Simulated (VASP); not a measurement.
Here is a VASP 6.6.1 calculation.

The input INCAR:

```
PREC = Accurate ; ENCUT = 700
EDIFF = 1E-7 ; ISMEAR = 0
SIGMA = 0.02 ; LREAL = False
LASPH = True ; NELM = 100
ALGO = Fast ; ISIF = 3
LWAVE = False ; LCHARG = False
GGA = PE ; IBRION = 2
NSW = 80 ; EDIFFG = -0.002
```

The input KPOINTS:

```
regular mesh
0
Gamma
  12 12 12
```

Contents of POSCAR:

```
AlN                                     
1.0
   -0.0000000000      2.2000575686      2.2000575686
    2.2000575686      0.0000000000      2.2000575686
    2.2000575686      2.2000575686     -0.0000000000
  Al              N             
     1     1
Direct
     0.0000000000000000    0.0000000000000000    0.0000000000000000
     0.7500000000000000    0.7500000000000000    0.7500000000000000
```

Potentials or basis: VASP PAW PBE potentials, release 64 (Al, N).

Launch:

```sh
$ cat potpaw_PBE.64/Al/POTCAR potpaw_PBE.64/N/POTCAR > POTCAR
$ mpirun -np 1 vasp_std > vasp.out
```

Task: Predict the band gap on the k mesh.

Result: 3.31 eV, indirect (least direct gap 4.00 eV).

Final structure:
```
CELL_PARAMETERS angstrom
0.00000 2.20006 2.20006
2.20006 0.00000 2.20006
2.20006 2.20006 0.00000
ATOMIC_POSITIONS crystal
Al 0.00000 0.00000 0.00000
N 0.75000 0.75000 0.75000
```

Caveat: the relaxation stopped at its first step, so nothing moved. A k mesh can miss the band edges.
